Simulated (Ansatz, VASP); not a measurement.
## ZnS in VASP and in Ansatz

File INCAR:

```
PREC = Accurate
ENCUT = 520
EDIFF = 1E-6
ISMEAR = 0
SIGMA = 0.05
LREAL = F
LASPH = T
NELM = 100
ALGO = Fast
ISIF = 2
LWAVE = F
LCHARG = T
GGA = PS
LELF = T
LVHAR = T
NBANDS = 26
```

The input KPOINTS:

```
Automatic mesh
0
Gamma
  9 9 6
```

File POSCAR:

```
ZnS
1.0
    3.8109987816      0.0000000000      0.0000000000
   -1.9054993908      3.3004217586      0.0000000000
    0.0000000000      0.0000000000      6.2340000000
Zn S
2 2
Direct
    0.3333333333      0.6666666667      0.0000000000
    0.6666666667      0.3333333333      0.5000000000
    0.3333333333      0.6666666667      0.3850000000
    0.6666666667      0.3333333333      0.8850000000
```

Input for Ansatz:

```yaml
crystal:
  lattice:
    - [3.8109987816, 0.0, 0.0]
    - [-1.9054993908, 3.3004217586, 0.0]
    - [0.0, 0.0, 6.234]
  atoms:
    - { symbol: Zn, position: [0.3333333333, 0.6666666667, 0.0] }
    - { symbol: Zn, position: [0.6666666667, 0.3333333333, 0.5] }
    - { symbol: S, position: [0.3333333333, 0.6666666667, 0.385] }
    - { symbol: S, position: [0.6666666667, 0.3333333333, 0.885] }
basis:
  ecutwfc: 420
kpoints:
  mp_grid: { grid: [9, 9, 6] }
hamiltonian:
  xc: pbesol
scf:
  occupations: { method: gaussian, width: 0.05 }
output:
  forces: true
  stress: true
  eigenvalues: true
```

Alike in both runs: task single point; functional PBEsol; k mesh 9 × 9 × 6; occupations gaussian, width 0.05 eV; no spin polarisation.

|  | VASP | Ansatz |
| --- | --- | --- |
| version | VASP 6.6.1 | Ansatz 0.2.0 |
| potentials or method | VASP PAW PBE potentials, release 64 (Zn, S) | scalar-relativistic, plane waves, PAW |
| plane-wave cutoff (eV) | 520 | 420 |
| valence electrons in the cell | 36 | 36 |

|  | VASP | Ansatz | Ansatz less VASP |
| --- | --- | --- | --- |
| gap on the k mesh at the Fermi level (eV) | 2.12 | 2.11 | -0.006 |
| least direct gap on the mesh (eV) | 2.12 | 2.11 | -0.006 |
| pressure (GPa) | -1.3 | -1.3 | 0.00 |
| largest component of the traceless stress (GPa) | 1.23 | 1.22 | -0.015 |
| rms of the force components (eV/Å) | 0.178 | 0.177 | -0.0013 |

Atom by atom the forces differ by 0.001 eV/Å (rms over components). The functional is the same, so the differences come from potentials, cutoffs and numerics.

Caveats: the PAW data sets were made with another functional, which shifts forces and pressure a little (VASP).
